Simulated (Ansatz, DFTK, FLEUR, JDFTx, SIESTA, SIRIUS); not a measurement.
LiF: 7 runs at one level of theory

```
F Li
1.0
     0.00000    2.01400    2.01400
     2.01400    0.00000    2.01400
     2.01400    2.01400    0.00000
F Li
1 1
Direct
  0.50000 0.50000 0.50000
  0.00000 0.00000 0.00000
```

Alike in all runs: task equation of state; functional PBEsol; k mesh 11 × 11 × 11; occupations fermi-dirac, width 0.05 eV; no spin polarisation; no spin-orbit coupling.

| program and potentials | plane-wave cutoff (eV) | notes | equilibrium volume (Å³/atom) | bulk modulus (GPa) |
| --- | --- | --- | --- | --- |
| Ansatz, Ansatz PAW | 420 | potentials made for PBE, which Ansatz adapts in part | 8.05 | 71.4 |
| JDFTx, PseudoDojo-SR-PBEsol-0.4.1-standard with smoothed tails | 1143 | - | 8.01 | 73.0 |
| Ansatz, all-electron LAPW, scalar-relativistic | - | - | ? | ? |
| DFTK, PseudoDojo SR PBEsol 0.4.1 standard (PBEsol) | 1143 | - | 8.01 | 73.0 |
| FLEUR, all-electron, FLAPW | - | - | 8.02 | 75.1 |
| SIRIUS, all-electron FP-LAPW, apw+lo standard | - | - | 8.01 | 72.4 |
| SIESTA, files PseudoDojo sr-pbesol-0.4.1-standard, DZP (energy shift 0.003 Ry; two zetas on semicore shells) | - | atomic basis | 8.07 | 72.4 |

Problem. Estimate from the other rows what the run with Ansatz, all-electron LAPW, scalar-relativistic gave.

Solution. Equilibrium volume 8.03 Å³/atom; bulk modulus 72.4 GPa. The other rows, which needn't bracket it: equilibrium volume 8.01 to 8.07; bulk modulus 71.4 to 75.1.
